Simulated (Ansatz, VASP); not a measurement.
## Two plane-wave programs on Ta

File INCAR:

```
SYSTEM = Ta
PREC     = Accurate       ! precision mode
ENCUT    = 520            ! plane-wave cutoff, eV
EDIFF    = 1E-6           ! SCF threshold, eV
ISMEAR   = 0              ! smearing method
SIGMA    = 0.1            ! smearing width, eV
LREAL    = .FALSE.        ! projectors in reciprocal space
LASPH    = .TRUE.         ! aspherical terms in the spheres
NELM     = 60             ! most SCF steps
ALGO     = Normal         ! electronic algorithm
ISIF     = 2              ! what is computed and relaxed
LWAVE    = .FALSE.        ! write WAVECAR
LCHARG   = .FALSE.        ! write CHGCAR
NBANDS   = 12             ! bands
```

Contents of KPOINTS:

```
Automatic mesh
0
G
  8 8 8
  0 0 0
```

POSCAR

```
Ta
1.0
   -1.6549278100      1.6549278100      1.6549278100
    1.6549278100     -1.6549278100      1.6549278100
    1.6549278100      1.6549278100     -1.6549278100
Ta
1
Direct
    0.0000000000      0.0000000000      0.0000000000
```

Input for Ansatz:

```yaml
crystal:
  lattice:
    - [-1.65492781, 1.65492781, 1.65492781]
    - [1.65492781, -1.65492781, 1.65492781]
    - [1.65492781, 1.65492781, -1.65492781]
  atoms:
    - { symbol: Ta, position: [0.0, 0.0, 0.0] }
basis:
  ecutwfc: 420
kpoints:
  mp_grid: { grid: [8, 8, 8] }
hamiltonian:
  xc: lda
  pseudopotentials: { kind: paw, azcp: { folder: soft_1 } }
scf:
  occupations: { method: gaussian, width: 0.1 }
output:
  forces: true
  stress: true
  eigenvalues: true
```

Alike in both runs: task single point; functional LDA; k mesh 8 × 8 × 8; occupations gaussian, width 0.1 eV; no spin polarisation.

|  | VASP | Ansatz |
| --- | --- | --- |
| version | VASP 6.6.1 | Ansatz 0.2.0 |
| potentials or method | VASP PAW LDA potentials, release 64 (Ta_pv) | scalar-relativistic, plane waves, PAW |
| plane-wave cutoff (eV) | 520 | 420 |
| valence electrons in the cell | 11 | 13 |

|  | VASP | Ansatz | Ansatz less VASP |
| --- | --- | --- | --- |
| gap on the k mesh at the Fermi level (eV) | none | none | - |
| pressure (GPa) | -11.2 | -11.9 | -0.78 |

A gap of «none» marks a metal or a gap that the smearing closes. The two sets of potentials don't hold the same shells in valence. Ansatz warned: «pseudo_functional_mismatch».

Spin-orbit coupling is left out, which matters for the levels of Ta.
